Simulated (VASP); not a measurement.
# Sn (Immm) in VASP: further runs

Runs on Sn. Level: PBE. Tasks: single point.

Everything below comes from runs of VASP 6.6.1. Logs are shortened: lines on timing, memory, paths and dates and some standing lists are left out, and cuts for length are marked.

## (1) The structure

It takes space group Immm (No. 71, orthorhombic). The conventional cell has a = 3.453 Å, b = 3.551 Å, c = 4.677 Å, α = 90.00°, β = 90.00°, γ = 90.00°. Sn (site symmetry mmm) is surrounded by 12 Sn at 3.41 to 3.55 Å.

This isn't the form of Sn at room conditions, which is tetragonal (white tin).

## (2) Single point, PBE

Input file INCAR:

```
SYSTEM = Sn
ADDGRID = .FALSE.
ALGO = Normal
EDIFF = 1E-7
ENCUT = 450
GGA = PE
ISIF = 2
ISMEAR = 1
LASPH = .TRUE.
LCHARG = .FALSE.
LREAL = .FALSE.
LWAVE = .FALSE.
NELM = 100
PREC = Accurate
SIGMA = 0.1
```

Input file KPOINTS:

```
k-points
0
G
  12 12 12
  0 0 0
```

Input file POSCAR:

```
Sn
1.0
   -1.7265390000      1.7755470000      2.3383420000
    1.7265390000     -1.7755470000      2.3383420000
    1.7265390000      1.7755470000     -2.3383420000
Sn
1
Direct
    0.0000000000      0.0000000000      0.0000000000
```

Potentials or basis: VASP PAW PBE potentials, release 64 (Sn).

Launch:

```console
cat potpaw_PBE.64/Sn/POTCAR > POTCAR
mpirun -np 1 vasp_std > vasp.out
```

OUTCAR:

```text
SYSTEM = Sn
   EDIFF = 1E-7
   ENCUT = 450
   GGA = PE
   ISIF = 2
   ISMEAR = 1
   LASPH = .TRUE.
   LREAL = .FALSE.
   NELM = 100
   PREC = Accurate

 Found    280 irreducible k-points:

 Following reciprocal coordinates:
            Coordinates               Weight
  0.000000  0.000000  0.000000      1.000000
  0.083333  0.000000 -0.000000      4.000000
  0.166667  0.000000 -0.000000      4.000000
  0.250000  0.000000 -0.000000      4.000000
  0.333333  0.000000  0.000000      4.000000
  0.416667  0.000000 -0.000000      4.000000
   k-points           NKPTS =    280   k-points in BZ     NKDIM =    280   number of bands    NBANDS=      6
   number of dos      NEDOS =    301   number of ions     NIONS =      1
   total plane-waves  NPLWV =  13824
   dimension x,y,z NGX =    24 NGY =   24 NGZ =   24
   dimension x,y,z NGXF=    48 NGYF=   48 NGZF=   48
   ions per type =               1
   NGX,Y,Z   is equivalent  to a cutoff of  11.71, 11.71, 11.71 a.u.
   NGXF,Y,Z  is equivalent  to a cutoff of  23.43, 23.43, 23.43 a.u.
 SYSTEM =  Sn
   PREC   = accura    normal or accurate (medium, high low for compatibility)
   ISTART =      0    job   : 0-new  1-cont  2-samecut
   ICHARG =      2    charge: 1-file 2-atom 10-const
   ISPIN  =      1    spin polarized calculation?
   LNONCOLLINEAR =      F non collinear calculations
   LSORBIT =      F    spin-orbit coupling
   LASPH  =      T    aspherical Exc in radial PAW
   ENCUT  =  450.0 eV  33.07 Ry    5.75 a.u.   5.89  5.89  5.89*2*pi/ulx,y,z
   NELM   =    100;   NELMIN=  2; NELMDL= -5     # of ELM steps
   EDIFF  = 0.1E-06   stopping-criterion for ELM
   LREAL  =      F    real-space projection
   EDIFFG = 0.1E-05   stopping-criterion for IOM
   NSW    =      0    number of steps for IOM
   IBRION =     -1    ionic relax: 0-MD 1-quasi-New 2-CG
   NFREE  =      0    steps in history (QN), initial steepest desc. (CG)
   ISIF   =      2    stress and relaxation
   ISYM   =      2    0-nonsym 1-usesym 2-fastsym
   POTIM  = 0.5000    time-step for ionic-motion
   TEBEG  =    0.0;   TEEND  =   0.0 temperature during run
   PSTRESS=    0.0 pullay stress
   NELECT =       4.0000    total number of electrons
   NUPDOWN=      -1.0000    fix difference up-down
   EMIN   =  10.00;   EMAX   =-10.00  energy-range for DOS
   EFERMI =   0.00;   METHOD = LEGACY
   ISMEAR =     1;   SIGMA  =   0.10  broadening in eV -4-tet -1-fermi 0-gaus
   EFERMI_NEDOS =   21; number of points for ismear=-14 and -15
   IALGO  =     38    algorithm
   IMIX   =      4    mixing-type and parameters
     AMIX     =   0.40;   BMIX     =  1.00
     AMIX_MAG =   1.60;   BMIX_MAG =  1.00
  volume/ion in A,a.u.               =      28.67       193.50
  Fermi-wavevector in a.u.,A,eV,Ry     =   0.849055  1.604482  9.808370  0.720895
  Thomas-Fermi vector in A             =   1.964816
   LORBIT       =      0    0 simple, 1 ext, 2 COOP (PROOUT), +10 PAW based schemes
   GGA     = PE    functional components
   LHFCALC =     F    Hartree Fock is set to
   AEXX    =    0.0000 exact exchange contribution
   IVDW    =     0    specifies the selected vdW correction
   LEPSILON=     F    determine dielectric tensor
   LRPA    =     F    only Hartree local field effects (RPA)
 non-spin polarized calculation
 Methfessel and Paxton  Order N= 1 SIGMA  =   0.10
  energy-cutoff  :      450.00
  volume of cell :       28.67
 maximum number of plane-waves:       634
   NGX = 11   NGY = 11   NGZ = 11

 number of electron       4.0000000 magnetization

 Free energy of the ion-electron system (eV)
  ---------------------------------------------------
  ext. energy  EPLUGINS =         0.00000000
  ---------------------------------------------------
  free energy    TOTEN  =        -3.76397335 eV

  energy without entropy =       -3.76399376  energy(sigma->0) =       -3.76398015

 E-fermi :   4.9441     XC(G=0):  -9.9667

 val. band max:        4.9319826585   @ k =   0.2500   0.0833  -0.0000
 cond. band min:       4.9663378081   @ k =   0.4167  -0.4167   0.1667
 fundamental gap:      0.0343551496
 Fermi energy:         4.9441080211

 k-point     1 :       0.0000    0.0000    0.0000
  band No.  band energies     occupation
      1      -5.8264      2.00000
      2      11.9806      0.00000
      3      12.1199      0.00000
      4      12.5285      0.00000
      5      15.5904      0.00000
      6      15.8002      0.00000

 k-point     2 :       0.0833    0.0000   -0.0000
  band No.  band energies     occupation
      1      -5.6922      2.00000
      2      10.6155      0.00000
      3      11.9433      0.00000
      4      12.2612      0.00000
      5      14.9265      0.00000
      6      16.3542      0.00000

 k-point     3 :       0.1667    0.0000   -0.0000
  band No.  band energies     occupation
      1      -5.2903      2.00000
      2       8.1526      0.00000
      3      11.6628      0.00000
      4      11.6886      0.00000
      5      14.5762      0.00000
      6      16.8908      0.00000

 k-point     4 :       0.2500    0.0000   -0.0000
  band No.  band energies     occupation
      1      -4.6248      2.00000
      2       5.6885     -0.00000
      3      11.0945      0.00000
      4      11.3676      0.00000
      5      14.3829      0.00000
      6      16.1836      0.00000

 k-point     5 :       0.3333    0.0000    0.0000
  band No.  band energies     occupation
      1      -3.7128      2.00000
      2       3.4369      2.00000
      3      10.6116      0.00000
      4      11.1349      0.00000
      5      14.3453      0.00000
      6      15.5184      0.00000

 k-point     6 :       0.4167    0.0000   -0.0000
  band No.  band energies     occupation
      1      -2.6324      2.00000
      2       1.5364      2.00000
      3      10.3013      0.00000
      4      10.9924      0.00000
      5      14.4291      0.00000
      6      15.1059      0.00000

 [... further k-points ...]

------------------------ aborting loop because EDIFF is reached ----------------------------------------

  FORCE on cell =-STRESS in cart. coord.  units (eV):
  Direction    XX          YY          ZZ          XY          YZ          ZX
  --------------------------------------------------------------------------------------
  -------------------------------------------------------------------------------------
  Total       -0.1362205     -0.2847649     -0.2993838      0.0000000      0.0000000      0.0000000
  in kB       -7.6116094    -15.9118419    -16.7287044      0.0000000      0.0000000      0.0000000
  external PRESSURE =     -13.4173852 kB  Pullay stress =       0.0000000 kB

 VOLUME and BASIS-vectors are now :
 -----------------------------------------------------------------------------
  energy-cutoff  :      450.00
  volume of cell :       28.67
      direct lattice vectors                 reciprocal lattice vectors
    -1.726539000  1.775547000  2.338342000     0.000000000  0.281603359  0.213826720
     1.726539000 -1.775547000  2.338342000     0.289596702  0.000000000  0.213826720
     1.726539000  1.775547000 -2.338342000     0.289596702  0.281603359  0.000000000

 POSITION                                       TOTAL-FORCE (eV/Angst)
 -----------------------------------------------------------------------------------
      0.00000      0.00000      0.00000         0.000000      0.000000      0.000000
 -----------------------------------------------------------------------------------
    total drift:                                0.000000     -0.000000     -0.000000

  FREE ENERGIE OF THE ION-ELECTRON SYSTEM (eV)
  ---------------------------------------------------
  free  energy   TOTEN  =        -3.7639733490 eV

  energy  without entropy=       -3.7639937554  energy(sigma->0) =       -3.76398015
```

Run time: 10 s. Hardware: 1 thread of Intel Xeon 6975P-C (Granite Rapids), shared host; peak memory 0.16 GiB.

These settings aren't checked as converged: the numbers below hold their error.

What came out:

| Property | Result |
| --- | --- |
| Free energy | -3.7640 eV |
| Pressure | -1.3 GPa |
| Band gap on the k mesh | none (metal or under the smearing width) |

## (3) Single point, PBE

INCAR is that of step 2.

KPOINTS is that of step 2.

Input file POSCAR:

```
Sn
1.0
   -1.6810770000      1.7214010000      2.3373330000
    1.7271670000     -1.7623000000      2.4024190000
    1.7145940000      1.7948920000     -2.3683880000
Sn
1
Direct
    0.0245380000     -0.0183670000      0.0024320000
```

Potentials or basis: VASP PAW PBE potentials, release 64 (Sn).

Launch:

```console
cat potpaw_PBE.64/Sn/POTCAR > POTCAR
mpirun -np 1 vasp_std > vasp.out
```

It took 25 s on 1 thread of Intel Xeon 6975P-C (Granite Rapids), shared host; peak memory 0.25 GiB.

These settings aren't checked as converged: the numbers below hold their error.

Results:

| Item | Value |
| --- | --- |
| Free energy | -3.7645 eV |
| Pressure | -1.3 GPa |
| Band gap on the k mesh | none (metal or under the smearing width) |

## (4) Single point, PBE

Edit INCAR of step 3 so:

```diff
@@ -14,2 +14,2 @@
 PREC = Accurate
-SIGMA = 0.1
+SIGMA = 0.05
```

KPOINTS is that of step 3.

Input file POSCAR:

```
Sn
1.0
   -1.7265390000      1.7755470000      2.3383420000
    1.7265390000     -1.7755470000      2.3383420000
    1.7265390000      1.7755470000     -2.3383420000
Sn
1
Direct
    0.0000000000      0.0000000000      0.0000000000
```

Potentials or basis: VASP PAW PBE potentials, release 64 (Sn).

Launch:

```console
cat potpaw_PBE.64/Sn/POTCAR > POTCAR
mpirun -np 1 vasp_std > vasp.out
```

OUTCAR:

```text
SYSTEM = Sn
   EDIFF = 1E-7
   ENCUT = 450
   GGA = PE
   ISIF = 2
   ISMEAR = 1
   LASPH = .TRUE.
   LREAL = .FALSE.
   NELM = 100
   PREC = Accurate

 Found    280 irreducible k-points:

 Following reciprocal coordinates:
            Coordinates               Weight
  0.000000  0.000000  0.000000      1.000000
  0.083333  0.000000 -0.000000      4.000000
  0.166667  0.000000 -0.000000      4.000000
  0.250000  0.000000 -0.000000      4.000000
  0.333333  0.000000  0.000000      4.000000
  0.416667  0.000000 -0.000000      4.000000
   k-points           NKPTS =    280   k-points in BZ     NKDIM =    280   number of bands    NBANDS=      6
   number of dos      NEDOS =    301   number of ions     NIONS =      1
   total plane-waves  NPLWV =  13824
   dimension x,y,z NGX =    24 NGY =   24 NGZ =   24
   dimension x,y,z NGXF=    48 NGYF=   48 NGZF=   48
   ions per type =               1
   NGX,Y,Z   is equivalent  to a cutoff of  11.71, 11.71, 11.71 a.u.
   NGXF,Y,Z  is equivalent  to a cutoff of  23.43, 23.43, 23.43 a.u.
 SYSTEM =  Sn
   PREC   = accura    normal or accurate (medium, high low for compatibility)
   ISTART =      0    job   : 0-new  1-cont  2-samecut
   ICHARG =      2    charge: 1-file 2-atom 10-const
   ISPIN  =      1    spin polarized calculation?
   LNONCOLLINEAR =      F non collinear calculations
   LSORBIT =      F    spin-orbit coupling
   LASPH  =      T    aspherical Exc in radial PAW
[... 57 lines left out ...]

 k-point     1 :       0.0000    0.0000    0.0000
  band No.  band energies     occupation
      1      -5.8264      2.00000
      2      11.9805      0.00000
      3      12.1199      0.00000
      4      12.5284      0.00000
      5      15.5904      0.00000
      6      15.8003      0.00000
[... 37 lines left out ...]
 k-point     6 :       0.4167    0.0000   -0.0000
  band No.  band energies     occupation
      1      -2.6324      2.00000
      2       1.5364      2.00000
      3      10.3013      0.00000
      4      10.9924      0.00000
      5      14.4290      0.00000
      6      15.1059      0.00000

 [... further k-points ...]

------------------------ aborting loop because EDIFF is reached ----------------------------------------

  FORCE on cell =-STRESS in cart. coord.  units (eV):
  Direction    XX          YY          ZZ          XY          YZ          ZX
  --------------------------------------------------------------------------------------
  -------------------------------------------------------------------------------------
  Total       -0.1289135     -0.2976347     -0.2934017      0.0000000      0.0000000      0.0000000
  in kB       -7.2033172    -16.6309708    -16.3944396      0.0000000      0.0000000      0.0000000
  external PRESSURE =     -13.4095759 kB  Pullay stress =       0.0000000 kB

 VOLUME and BASIS-vectors are now :
 -----------------------------------------------------------------------------
  energy-cutoff  :      450.00
  volume of cell :       28.67
      direct lattice vectors                 reciprocal lattice vectors
    -1.726539000  1.775547000  2.338342000     0.000000000  0.281603359  0.213826720
     1.726539000 -1.775547000  2.338342000     0.289596702  0.000000000  0.213826720
     1.726539000  1.775547000 -2.338342000     0.289596702  0.281603359  0.000000000

 POSITION                                       TOTAL-FORCE (eV/Angst)
 -----------------------------------------------------------------------------------
      0.00000      0.00000      0.00000        -0.000000      0.000000      0.000000
 -----------------------------------------------------------------------------------
    total drift:                                0.000000      0.000000      0.000000

  FREE ENERGIE OF THE ION-ELECTRON SYSTEM (eV)
  ---------------------------------------------------
  free  energy   TOTEN  =        -3.7640489616 eV

  energy  without entropy=       -3.7641233354  energy(sigma->0) =       -3.76407375
```

OSZICAR:

```text
N       E                     dE             d eps       ncg     rms          rms(c)
DAV:   1     0.355584072854E+00    0.35558E+00   -0.13477E+03  3390   0.422E+02
DAV:   2    -0.373564328018E+01   -0.40912E+01   -0.39533E+01  4638   0.371E+01
DAV:   3    -0.377793289968E+01   -0.42290E-01   -0.41750E-01  3984   0.417E+00
DAV:   4    -0.377799358854E+01   -0.60689E-04   -0.60561E-04  4860   0.177E-01
DAV:   5    -0.377799367432E+01   -0.85778E-07   -0.85201E-07  4080   0.450E-03    0.129E+00
DAV:   6    -0.376954201151E+01    0.84517E-02   -0.22116E-03  4074   0.320E-01    0.757E-01
DAV:   7    -0.376397216437E+01    0.55698E-02   -0.62944E-03  3630   0.542E-01    0.541E-02
DAV:   8    -0.376404742977E+01   -0.75265E-04   -0.68523E-05  4752   0.660E-02    0.843E-03
DAV:   9    -0.376404893976E+01   -0.15100E-05   -0.26306E-06  4044   0.133E-02    0.333E-03
DAV:  10    -0.376404896160E+01   -0.21839E-07   -0.48299E-07  4392   0.455E-03
   1 F= -.37640490E+01 E0= -.37640738E+01  d E =0.743738E-04
```

stdout:

```text
POSCAR found type information on POSCAR Sn
 POSCAR found :  1 types and       1 ions
 scaLAPACK will be used
 LDA part: xc-table for (Slater+PW92), standard interpolation
 POSCAR, INCAR and KPOINTS ok, starting setup
 FFT: planning ... GRIDC
 FFT: planning ... GRID_SOFT
 FFT: planning ... GRID
 WAVECAR not read
 entering main loop
```

It took 11 s on 1 thread of Intel Xeon 6975P-C (Granite Rapids), shared host; peak memory 0.16 GiB.

These settings aren't checked as converged: the numbers below hold their error.

What came out:

| Property | Result |
| --- | --- |
| Free energy | -3.7640 eV |
| Pressure | -1.3 GPa |
| Band gap on the k mesh | none (metal or under the smearing width) |

## (5) For comparison

An earlier run on the cell as given: functional PBE; potentials or basis VASP PAW PBE potentials, release 64 (Sn_d); cutoff 520 eV; k mesh 11 × 11 × 11; occupations fermi-dirac, width 0.05 eV; no spin polarisation.

- Pressure: -1.1 GPa
- Band gap on the k mesh: none (metal or under the smearing width)
